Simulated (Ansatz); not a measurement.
Crystal: Si.

```
CELL_PARAMETERS angstrom
-3.32782 3.32782 3.32782
3.32782 -3.32782 3.32782
3.32782 3.32782 -3.32782
ATOMIC_POSITIONS crystal
Si 0.70311 0.70311 0.70311
Si 0.50000 0.00000 0.79689
Si 0.00000 0.79689 0.50000
Si 0.79689 0.50000 0.00000
Si 0.29689 0.29689 0.29689
Si 0.50000 0.00000 0.20311
Si 0.00000 0.20311 0.50000
Si 0.20311 0.50000 0.00000
```

This isn't the form of Si at room conditions, which is diamond.

```yaml
Program: Ansatz 0.2.0
Task: single point
Functional: PBE
Potentials_or_basis: Ansatz PAW
Cutoff: "420 eV (not typed: the program's choice for these potentials)"
k_mesh: 6 × 6 × 6
Occupations: fermi-dirac, width 0.05 eV
Spin: no spin polarisation
```

On this cell: pressure 0.1 GPa; largest force 0.030 eV/Å; band gap on the k mesh none (metal or under the smearing width).

The same run follows on a disturbed copy (atoms moved at random, drawn with an rms of 0.05 Å):

```xyz
8
Lattice="-3.3278 3.3278 3.3278 3.3278 -3.3278 3.3278 3.3278 3.3278 -3.3278" Properties=species:S:1:pos:R:3 pbc="T T T"
Si    2.4054    2.3228    2.3196
Si    0.9515    4.3237   -0.9796
Si    4.3693   -0.9807    0.9890
Si   -1.0125    0.9917    4.3486
Si    0.9636    0.9726    1.0049
Si   -1.0347    2.3027    0.9782
Si    2.3503    0.9397   -0.9993
Si    0.9786   -1.0012    2.3536
```

**Question.** What does the disturbed cell give?

**Answer.** The energy (extrapolated to zero smearing) moves by +11.9 meV/atom; pressure 0.4 GPa; largest force 1.073 eV/Å; band gap on the k mesh none (metal or under the smearing width).

Forces in eV/Å, atoms in the order of the input:
```
Si  -1.032  0.284  0.064
Si   0.745 -0.606  0.163
Si  -0.368 -0.244 -0.053
Si   0.421  0.149 -0.408
Si   0.276  0.144 -0.124
Si   0.393  0.082  0.190
Si  -0.196  0.159  0.253
Si  -0.239  0.032 -0.084
```

Stress tensor (GPa, compression positive):
```
 0.45 -1.09 -0.07
-1.09  0.58 -0.09
-0.07 -0.09  0.04
```
